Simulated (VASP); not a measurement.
**Re: single point with r2SCAN**

Re:

```xyz
8
Lattice="4.9227 0.0000 0.0000 0.0000 4.9227 0.0000 0.0000 0.0000 4.9227" Properties=species:S:1:pos:R:3 pbc="T T T"
Re    2.4613    2.4613    2.4613
Re    0.0000    0.0000    0.0000
Re    1.2307    0.0000    2.4613
Re    2.4613    1.2307    0.0000
Re    2.4613    3.6920    0.0000
Re    3.6920    0.0000    2.4613
Re    0.0000    2.4613    3.6920
Re    0.0000    2.4613    1.2307
```

The cell was built by a generator and needn't be a form met in nature.

```yaml
Program: VASP 6.6.1
Task: single point
Functional: r2SCAN
Potentials_or_basis: VASP PAW PBE potentials, release 64 (Re)
Cutoff: 520 eV
k_mesh: 8 × 8 × 8
Occupations: gaussian, width 0.1 eV
Spin: no spin polarisation
```

```yaml
Pressure: -0.2 GPa
Band_gap_on_the_k_mesh: none (metal or under the smearing width)
```

Levels at points of the mesh, in eV from the Fermi level:
```tsv
k point	band 26	band 27	band 28	band 29	band 30	band 31
(0.00, 0.00, 0.00)	0.17	0.17	0.17	0.18	0.18	0.18
(0.50, 0.00, 0.00)	-0.85	-0.74	-0.74	-0.27	-0.27	0.68
(0.50, 0.50, 0.00)	-1.23	-0.99	-0.27	-0.21	0.80	0.87
(0.50, 0.50, 0.50)	-0.12	-0.12	-0.12	-0.12	-0.12	1.70
```

It took 7.3 min on 1 thread of Intel(R) Xeon(R) Platinum 8488C (Sapphire Rapids), with other jobs on the host, peak memory 0.32 GiB.

Caveat: the PAW data sets were made with another functional, which shifts forces and pressure a little. Spin-orbit coupling is left out, which matters for the levels of Re.
